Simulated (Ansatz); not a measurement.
# NaI: the cell at several levels of theory

An exercise on one series of results from a longer session: the logs are not shown, and one member is left open.

Program: Ansatz 0.2.0. PAW datasets, plane waves, zero pressure. Calculated at 0 K for a non-magnetic cell.

## The cell

It is cubic, Fm-3m (No. 225); a = 6.473 Å in the conventional setting, 33.90 Å³ an atom. Na has 6 I at 3.24 Å; I has 6 Na at 3.24 Å.

As a file:

```cif
data_structure
_symmetry_space_group_name_H-M 'Fm-3m'
_symmetry_Int_Tables_number 225
_cell_length_a 6.4728
_cell_length_b 6.4728
_cell_length_c 6.4728
_cell_angle_alpha 90.000
_cell_angle_beta 90.000
_cell_angle_gamma 90.000
_cell_volume 271.19
loop_
_atom_site_label
_atom_site_type_symbol
_atom_site_symmetry_multiplicity
_atom_site_Wyckoff_symbol
_atom_site_fract_x
_atom_site_fract_y
_atom_site_fract_z
_atom_site_occupancy
Na1 Na 4 a 0.00000 0.00000 0.00000 1
I1 I 4 b 0.50000 0.00000 0.00000 1
```

The first run:

File input.yaml:

```yaml
crystal:
  lattice:
    - [0.0, 3.2364, 3.2364]
    - [3.2364, 0.0, 3.2364]
    - [3.2364, 3.2364, 0.0]
  atoms:
    - { symbol: Na, position: [0.0, 0.0, 0.0] }
    - { symbol: I, position: [0.5, 0.5, 0.5] }
kpoints:
  mp_grid: { grid: [6, 6, 6] }
hamiltonian:
  xc: pbe
scf:
  occupations: { method: fermi_dirac, width: 0.02 }
relax:
  f_tol: 0.005
  cell: {}
```

Started as:

```bash
$ ansatz run input.yaml --threads 2 --pin off --max-ram 2211MiB --backend cpu --events-out ev --progress --plain --runs-dir out
```

Among the steps run: Relaxing with PBE; r2SCAN: cell and atoms; PBEsol: cell and atoms; Relaxing with LDA; Relaxation with HSE06.

One of the session's tables, all rows but one given; the rest of the session is left out.

```
 level  a (Å)  volume (Å³/atom)
   PBE      ?                 ?
r2SCAN  6.459            33.687
PBEsol  6.403            32.810
   LDA  6.261            30.672
 HSE06  6.494            34.229
```

Q: Estimate the row for PBE from the others.

The run gave: a (Å): 6.528; volume (Å³/atom): 34.777. In the column «a (Å)» it is the highest.

The volume runs from LDA (least) to PBE (most), a spread of 13.4 %, or 4.3 % in length if all axes shared it alike. The meshes differ: PBE 6×6×6, r2SCAN 6×6×6, PBEsol 6×6×6, LDA 6×6×6, HSE06 4×4×4.
